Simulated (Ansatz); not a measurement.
# CdTe (CsCl type): the cost of one run

Program: Ansatz 0.2.0. Level of theory: DFT, PBEsol, PAW with Ansatz's default frozen-core files, scalar-relativistic. These are calculated values, not measurements.

## Step 1: The system as given

The structure is cubic, space group Pm-3m (No. 221). Conventional cell: a = 3.347 Å, b = 3.347 Å, c = 3.347 Å, α = 90.00°, β = 90.00°, γ = 90.00°. Cd (site symmetry m-3m) has 8 Te at 2.90 Å in its first shell of neighbours. Around Te (site symmetry m-3m) lie 8 Cd at 2.90 Å.

Structure file:

```xyz
2
Lattice="3.3465 0.0000 0.0000 0.0000 3.3465 0.0000 0.0000 0.0000 3.3465" Properties=species:S:1:pos:R:3 pbc="T T T"
Cd    0.0000    0.0000    0.0000
Te    1.6733    1.6733    1.6733
```

Whether this phase is the stable one at these pressures isn't tested.

Atoms are numbered in the order of the input: Cd1, Te2.

## Step 2: Cell relaxed at zero pressure, PAW

input.yaml

```yaml
crystal:
  lattice:
    - [3.3465029723, 0.0, 0.0]
    - [0.0, 3.3465029723, 0.0]
    - [0.0, 0.0, 3.3465029723]
  atoms:
    - { symbol: Cd, position: [0.0, 0.0, 0.0] }
    - { symbol: Te, position: [0.5, 0.5, 0.5] }
kpoints:
  mp_grid: { grid: [13, 13, 13] }
scf:
  occupations: { method: fermi_dirac, width: 0.05 }
hamiltonian:
  xc: pbesol
  pseudopotentials: { kind: paw }
output:
  forces: true
  stress: true
relax:
  f_tol: 0.005
  max_steps: 40
  cell: {}
```

The run is started by

```console
$ ansatz run input.yaml --threads 1 --pin off --max-ram 2048MiB --backend cpu --events-out ev --progress --plain --runs-dir out
```

Q: Estimate wall time and peak memory on 1 thread of Arm Neoverse V2, shared host.

About 26 s, with a peak of 0.39 GiB.
